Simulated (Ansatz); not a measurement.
## Defect calculation, host BaO

All numbers below come from DFT PBE, scalar-relativistic, plane waves, PAW in Ansatz. Run with 420 eV cutoff, 2×2×2 k-mesh, shifted by half a step, Gaussian smearing of 0.01 eV, collinear spin.

Host crystal, relaxed:

```
Ba O
1.0
     0.00000    2.78700    2.78700
     2.78700    0.00000    2.78700
     2.78700    2.78700    0.00000
Ba O
1 1
Cartesian
  0.0000 0.0000 0.0000
  2.7870 2.7870 2.7870
```

Supercell of 32 atoms, rows in host cell vectors: 3 -1 -1; -1 3 -1; -1 -1 3. Atoms relax at the host's cell, keeping the symmetry that the supercell leaves at the site. The cell is small, so energies carry finite-size errors of tenths of an eV. The host's Kohn–Sham gap is 2.10 eV. Atoms are taken from and returned to the elements' standard states.

Spin-orbit coupling is left out, which matters for the bands and energies of heavy elements.

The defect is a foreign atom on a Ba site at (0.000, 0.000, 0.000) of the host cell.

| charge | E_f at the valence band top (eV) | moment (μB) | largest move (Å) | atoms near the site |
| --- | --- | --- | --- | --- |
| 0 | 2.53 | 0.50 | 0.66 | 6 O at 2.13 Å |

Fractional moments come from partly filled bands of the small cell.

**Question.** Which element is it? Judge by the nearest distance in charge 0 and covalent radii.
A. H
B. As
C. Ti
D. N
E. Sr

**Answer.** C. The nearest neighbour is O at 2.13 Å, and the summed covalent radii with O are 1.85 Å for As, 0.97 Å for H, 1.37 Å for N, 2.61 Å for Sr, 2.26 Å for Ti, so Ti fits best. Bonds can miss such sums by a tenth of an ångström or more.